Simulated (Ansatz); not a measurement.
# InP (F-43m): the PBE gap against the k mesh of the density

Aim: see how gap, energy and time of InP (F-43m) follow the k mesh of the density.

Method: DFT, PBE, plane waves, PAW; PAW set soft_1, in Ansatz 0.2.0.

## Step 1: The structure

Symmetry: F-43m, No. 216, cubic system. Conventional cell: a = 5.869 Å, b = 5.869 Å, c = 5.869 Å, α = 90.00°, β = 90.00°, γ = 90.00°. In has 4 P at 2.54 Å nearest. Nearest to P lie 4 In at 2.54 Å. Farther neighbours are not listed.

The cell and positions come from the Crystallography Open Database and are kept as given unless a step says otherwise.

## Step 2: k mesh of the density: 2×2×2

The input, input.yaml:

```yaml
crystal:
  lattice:
    - [0.0, 2.93435, 2.93435]
    - [2.93435, 0.0, 2.93435]
    - [2.93435, 2.93435, 0.0]
  atoms:
    - { symbol: In, position: [0.0, 0.0, 0.0] }
    - { symbol: P, position: [0.25, 0.25, 0.25] }
kpoints:
  mp_grid: { grid: [2, 2, 2] }
  band_path:
    path:
      - [0.0, 0.0, 0.0]
      - [-0.5, -0.5, 0.0]
      - [-0.375, -0.375, 0.25]
      - [-0.375, 0.0, 0.375]
      - [0.0, 0.0, 0.5]
      - [-0.5, -0.25, 0.25]
    npoints: 1
hamiltonian:
  xc: pbe
  pseudopotentials: { kind: paw, azcp: { folder: soft_1 } }
scf:
  occupations: { method: fixed }
  n_extra_bands: 4
output:
  eigenvalues: true
  write_density: true
  write_potential: true
  elf: true
  volumetric_format: npy
```

Started as:

```
> ansatz run input.yaml --threads 3 --pin off --max-ram 92160MiB --backend cuda --events-out ev --progress --plain --runs-dir out --devices 1 --max-vram 13GiB
```

Numbers of over 12 decimals in the logs are rounded to 6 here.

What it wrote:

```text
scf.n_extra_bands = 4 over 9 filled bands (N_el = 18.0): the run solves 13 bands
GPUs: using 1 of 1 available (devices: 1).
Engine: ansatz 0.2.0, x86_64-unknown-linux-gnu
Pseudopotentials: kind: paw
Pseudopotential: In, paw, valence charge 13, recommended cutoff 420 eV (normal), soft_1/In.paw.azcp
Pseudopotential: P, paw, valence charge 5, recommended cutoff 420 eV (normal), soft_1/P.paw.azcp
Functional definition: PBE
  parameter kappa = 0.804
  parameter beta = 0.066725
  exchange = pbe_x(kappa = kappa, mu = beta*pi^2/3)
  correlation = pbe_c(beta = beta)
device memory: the entry about to start is reckoned to put 1.3 GiB on a device that reports 34.7 GiB free (of which the cap on the GPU budget leaves the run 13.0 GiB)
GPU FFT provider: cuFFT
GPU libraries: cuBLAS 13.8.2, cuFFT 12.4.0, cuSOLVER 12.3.4
Crystal: 2 atoms, lattice volume = 50.532 Å³
Basis set: ecut = 420 eV, 965 PW (Γ)
Bands: 13, of which v1, the nominal top of the filled ones, is band 9 counted from 1 (8 counted from 0)
Symmetry: 24 space group operations
Space group: F-43m (ITA 216), of the structure as read, at distance tolerance 3.7e-5 Å
k-points: 3 of 8
Non-local potential: In, projectors of the file, l = 0: 2, l = 1: 2, l = 2: 2, l = 3: 1
Non-local potential: P, projectors of the file, l = 0: 2, l = 1: 2, l = 2: 1
PAW form: soft (Blöchl's): semilocal exchange-correlation on the pseudo side does not see the compensation charge
PAW one-centre angular grid: In, 590 points (default); XC on 64 Gauss nodes
PAW one-centre angular grid: P, 110 points (default); XC on 64 Gauss nodes
Initial density: superposition of atomic densities (chi_scale 0.1, normalization cell, long waves kept (reshape's long-wave potential 0.00 eV rms))
Initial wavefunctions: pseudopotential atomic-orbital guess
GPU buffer pool allocated for 27000 grid points (all kernels)
GPU transforms: local potential and band sums: pruned to the plane-wave sphere, on 25×27×27
Functional: x = pbe(κ = 0.804, μ = 0.219515), c = pbe(β = 0.066725)
SCF iter   1: F=—  HF=-6352.740177 eV  |F-HF|=—  |Δ(HF+E_count)|=         —  Δρ=4.65e-2  dr2=1.82e0  ethr=3.10e-3  ⟨swp⟩=5.0  Hψ=212  notcnv=0  defer=3
preconditioner: auto → none  [insulator: Δε(μ)=0.973 eV  Ē_g=14.406 eV  n_scr=14 (ndim 8)  ℏωp=22.2 eV  f_vac=0.000  ε∞_Penn≈3.4]
SCF iter   2: F=—  HF=-6352.244937 eV  |F-HF|=—  |Δ(HF+E_count)|=   4.95e-1  Δρ=2.13e-2  dr2=1.77e-1  ethr=3.10e-3  ⟨swp⟩=3.0  Hψ=92  notcnv=0  defer=3
SCF iter   3: F=—  HF=-6352.234133 eV  |F-HF|=—  |Δ(HF+E_count)|=   1.08e-2  Δρ=8.11e-3  dr2=2.66e-2  ethr=9.81e-4  ⟨swp⟩=3.0  Hψ=71  notcnv=0  defer=4
SCF iter   4: F=—  HF=-6352.238924 eV  |F-HF|=—  |Δ(HF+E_count)|=   4.79e-3  Δρ=1.29e-3  dr2=5.74e-4  ethr=1.48e-4  ⟨swp⟩=3.0  Hψ=67  notcnv=0  defer=4
SCF iter   5: F=—  HF=-6352.239084 eV  |F-HF|=—  |Δ(HF+E_count)|=   1.59e-4  Δρ=3.21e-4  dr2=2.73e-5  ethr=3.19e-6  ⟨swp⟩=2.3  Hψ=76  notcnv=0  defer=4
SCF iter   6: F=—  HF=-6352.239450 eV  |F-HF|=—  |Δ(HF+E_count)|=   3.66e-4  Δρ=2.23e-5  dr2=2.23e-7  ethr=1.52e-7  ⟨swp⟩=2.0  Hψ=55  notcnv=0  defer=3
SCF iter   7: F=-6352.239450 eV  HF=-6352.239450 eV  |F-HF|=7.96e-9  |Δ(HF+E_count)|=   1.39e-7  Δρ=2.71e-6  dr2=2.49e-9  ethr=5.56e-10  ⟨swp⟩=6.7  Hψ=215  notcnv=0
SCF 1 converged in 7 iterations: F = -6352.239450 eV  dr2 = 2.49e-9
[...]
device memory: the entry about to start is reckoned to put 0.7 GiB on a device that reports 36.4 GiB free (of which the cap on the GPU budget leaves the run 13.0 GiB)
NSCF: frozen V_eff on 6 k-points
SCF converged after 7 iterations
Free energy (F): -6352.239450 eV
Harris-Foulkes:  -6352.239450 eV  (|F-HF|=7.96e-9)
Internal energy: -6352.239450 eV  (E = F + TS)
E sigma→0 (E₀):  -6352.239450 eV
Fermi energy:    7.353913 eV
--- Per-component energies (eV) ---
  E_band       = -48.449276
  E_kinetic    = 292.322184
  E_local      = -1337.369248  (includes V_loc(G=0)·N_el)
  E_nonlocal   = 359.712903
  E_hartree    = 537.970354
  E_xc         = -215.678572
  E_vxc        = -150.339816  (∫ρ·V_xc dr)
  E_paw        = -4770.090558  (= ΣΔE_a)
  E_vpaw       = -288.716349  (= ΣTr[D̂ρ^β])
  E_aug_tail   = 0.000149  (compensation charges beyond the density's cutoff)
  E_ewald      = -1219.106662
  E_smearing   = -0.000000  (= −TS)
  E_closure    = -0.000000  (closes the sum)
  Σ components = -6352.239450   (vs F -6352.239450, Δ=0.00e0)
--- Band table (eV) ---
  k-point 0: bands = [... 5 lower, -4.1816, 7.3539, 7.3539, 7.3539, 7.9433, 11.1815, 11.1815, 11.1815]
  k-point 1: bands = [... 5 lower, -2.4341, 1.4649, 6.3381, 6.3381, 8.6816, 11.9243, 11.9243, 14.3676]
  k-point 2: bands = [... 5 lower, -1.7424, 1.4073, 4.9494, 4.9494, 8.9136, 9.4591, 16.5740, 16.7621]
```

The job ended after 4.7 s (1 × NVIDIA H100 80GB HBM3 (shared by 6 runs) with 3 threads of AMD EPYC 7R13 (Zen 3), shared host; peak memory 0.89 GiB; 3.2 s of CPU time).

The column dr2 measures how far the density is from self-consistency, as an energy; F and HF (Harris–Foulkes) agree once it is small.

This step gave:

```
gap                  : 0.5894 eV
valence top at       : Γ
conduction bottom at : Γ
least direct gap     : 0.5894 eV
```

The gap is direct, at Γ.

## Step 3: k mesh of the density: 4×4×4

Changes to input.yaml since step 2:

```diff
@@ -9,3 +9,3 @@
 kpoints:
-  mp_grid: { grid: [2, 2, 2] }
+  mp_grid: { grid: [4, 4, 4] }
   band_path:
@@ -27,5 +27 @@
   eigenvalues: true
-  write_density: true
-  write_potential: true
-  elf: true
-  volumetric_format: npy
```

What it wrote:

```text
[...]
GPUs: using 1 of 1 available (devices: 1).
[...]
GPU FFT provider: cuFFT
GPU libraries: cuBLAS 13.8.2, cuFFT 12.4.0, cuSOLVER 12.3.4
Crystal: 2 atoms, lattice volume = 50.532 Å³
Basis set: ecut = 420 eV, 965 PW (Γ)
Bands: 13, of which v1, the nominal top of the filled ones, is band 9 counted from 1 (8 counted from 0)
Symmetry: 24 space group operations
[...]
Fermi energy:    7.024348 eV
[...]
--- Band table (eV; the first three rows and the last of 8) ---
  k-point 0: bands = [... 5 lower, -4.4707, 7.0243, 7.0243, 7.0243, 7.7032, 11.0824, 11.0824, 11.0824]
  k-point 1: bands = [... 5 lower, -3.7977, 3.5794, 6.4669, 6.4669, 8.7915, 11.7822, 11.7822, 12.3239]
  k-point 2: bands = [... 5 lower, -2.7550, 1.2952, 6.0530, 6.0530, 8.4970, 11.8028, 11.8028, 14.1069]
  k-point 7: bands = [... 5 lower, -2.0233, 1.4178, 4.0771, 4.1163, 11.2987, 11.3753, 12.5556, 13.2142]
[key lines of the parts left out:]
SCF converged after 7 iterations
Free energy (F): -6353.944518 eV
```

Run time: 7.9 s. Hardware: 1 × NVIDIA H100 80GB HBM3 (shared by 6 runs) with 3 threads; peak memory 0.87 GiB; 7.6 s of CPU time.

This step gave:

```yaml
gap: 0.6788 eV
valence_top_at: Γ
conduction_bottom_at: Γ
least_direct_gap: 0.6788 eV
```

The gap is 0.679 eV, +0.089 eV from the run before at this level.

## Step 4: k mesh of the density: 8×8×8 (the default)

input.yaml, the sections that differ from step 3:

```yaml
kpoints:
  mp_grid: { grid: [8, 8, 8] }
  band_path:
    path:
      - [[0.0, 0.0, 0.0], [-0.5, -0.5, 0.0], [-0.375, -0.375, 0.25]]
      - [[-0.375, 0.0, 0.375], [0.0, 0.0, 0.0], [0.0, 0.0, 0.5], [-0.5, -0.25, 0.25], [-0.5, -0.5, 0.0]]
    npoints: 10
scf:
  occupations: { method: fermi_dirac, width: 0.02 }
  n_extra_bands: 4
output:
  eigenvalues: true
  write_density: true
  write_potential: true
  elf: true
  volumetric_format: npy
# crystal, hamiltonian: as in step 3
```

What it wrote:

```text
[...]
GPUs: using 1 of 1 available (devices: 1).
[...]
GPU FFT provider: cuFFT
GPU libraries: cuBLAS 13.8.2, cuFFT 12.4.0, cuSOLVER 12.3.4
Crystal: 2 atoms, lattice volume = 50.532 Å³
Basis set: ecut = 420 eV, 965 PW (Γ)
Bands: 13, of which v1, the nominal top of the filled ones, is band 9 counted from 1 (8 counted from 0)
Symmetry: 24 space group operations
[...]
Fermi energy:    7.337387 eV
[...]
--- Band table (eV; the first three rows and the last of 29) ---
  k-point 0: bands = [... 5 lower, -4.5095, 6.9803, 6.9803, 6.9803, 7.6725, 11.0695, 11.0695, 11.0695]
  k-point 1: bands = [... 5 lower, -4.3320, 5.4422, 6.7956, 6.7956, 8.6206, 11.2196, 11.3450, 11.3450]
  k-point 2: bands = [... 5 lower, -3.8367, 3.5492, 6.4268, 6.4268, 8.7666, 11.7666, 11.7666, 12.2889]
  k-point 28: bands = [... 5 lower, -2.0714, 1.3995, 4.0456, 4.0881, 11.2704, 11.3442, 12.5400, 13.1851]
[key lines of the parts left out:]
SCF converged after 7 iterations
Free energy (F): -6354.052871 eV
```

Run time: 7.2 s. Hardware: 1 × NVIDIA H100 80GB HBM3 (shared by 6 runs) with 3 threads; peak memory 0.89 GiB; 3.5 s of CPU time.

This step gave:

```yaml
gap: 0.6922 eV
valence_top_at: Γ
conduction_bottom_at: Γ
least_direct_gap: 0.6922 eV
```

The gap is 0.692 eV, +0.013 eV from the run before at this level.

## Step 5: k mesh of the density: 10×10×10

input.yaml, the sections that differ from step 4:

```yaml
kpoints:
  mp_grid: { grid: [10, 10, 10] }
  band_path:
    path:
      - [0.0, 0.0, 0.0]
      - [-0.5, -0.5, 0.0]
      - [-0.375, -0.375, 0.25]
      - [-0.375, 0.0, 0.375]
      - [0.0, 0.0, 0.5]
      - [-0.5, -0.25, 0.25]
    npoints: 1
scf:
  occupations: { method: fixed }
  n_extra_bands: 4
# crystal, hamiltonian, output: as in step 4
```

What it wrote:

```text
[...]
GPUs: using 1 of 1 available (devices: 1).
[...]
GPU FFT provider: cuFFT
GPU libraries: cuBLAS 13.8.2, cuFFT 12.4.0, cuSOLVER 12.3.4
Crystal: 2 atoms, lattice volume = 50.532 Å³
Basis set: ecut = 420 eV, 965 PW (Γ)
Bands: 13, of which v1, the nominal top of the filled ones, is band 9 counted from 1 (8 counted from 0)
Symmetry: 24 space group operations
[...]
Fermi energy:    6.979046 eV
[...]
--- Band table (eV; the first three rows and the last of 47) ---
  k-point 0: bands = [... 5 lower, -4.5105, 6.9790, 6.9790, 6.9790, 7.6717, 11.0692, 11.0692, 11.0692]
  k-point 1: bands = [... 5 lower, -4.3963, 5.8199, 6.8559, 6.8559, 8.4635, 11.1346, 11.2550, 11.2550]
  k-point 2: bands = [... 5 lower, -4.0682, 4.2915, 6.5761, 6.5761, 8.8027, 11.6272, 11.6272, 11.7554]
  k-point 46: bands = [... 5 lower, -2.0803, 1.3831, 4.0997, 4.1351, 10.7697, 11.0051, 13.1167, 13.5632]
[key lines of the parts left out:]
SCF converged after 7 iterations
Free energy (F): -6354.054562 eV
```

It took 4.7 s on 1 × NVIDIA H100 80GB HBM3 (shared by 6 runs) with 3 threads; peak memory 0.9 GiB.

Numbers from this step:

```yaml
gap: 0.6927 eV
valence_top_at: Γ
conduction_bottom_at: Γ
least_direct_gap: 0.6927 eV
```

The gap is 0.693 eV, as in the run before at this level.

## Step 6: The series

Differences are against the last row; a negative gap means that bands overlap, and a run with a band path holds that path's time. Times are wall times on 1 × NVIDIA H100 80GB HBM3 (shared by 6 runs) with 3 threads of AMD EPYC 7R13 (Zen 3), shared host, good to a factor of about two.

| k mesh of the density | gap (eV) | direct gap (eV) | gap error (eV) | energy error (meV/atom) | irreducible k | time |
| --- | --- | --- | --- | --- | --- | --- |
| 2×2×2 | 0.589 | 0.589 | −0.103 | +907.6 | 3 | 4.7 s |
| 4×4×4 | 0.679 | 0.679 | −0.014 | +55.0 | 8 | 7.9 s |
| 8×8×8 | 0.692 | 0.692 | −0.0004 | +0.8 | 29 | 7.2 s |
| 10×10×10 | 0.693 | 0.693 | +0.000 | +0.0 | 47 | 4.7 s |

## Step 7: Results

```
2×2×2    : 0.589 eV
4×4×4    : 0.679 eV
8×8×8    : 0.692 eV
10×10×10 : 0.693 eV
```

**Reading.** The gap holds to 0.02 eV from 4×4×4 on. At 2×2×2 the gap is off by −0.103 eV and the energy by +908 meV/atom. The gap is read over the mesh and added points near the edges, so meshes differ mainly through the density and, for a hybrid, the exchange operator.

[Paths, hosts, dates, memory and timing lines, banners, echoed tables and standing remarks are left out of the program output.]

[Logs are printed without paths, hosts, clocks, repeated set-up lines and the standing remarks that a program may print on its own settings, such as how far it seeks lower states.]

[Runs of the session that timed out or met a known fault of the program may be left out.]

[Cells called generated may have been cut or substituted from an entry of the Crystallography Open Database or the Materials Project.]

[Hosts, paths, dates, database ids (printed as entryN), source tags and the programs' standing remarks are cut or masked in the printed files.]
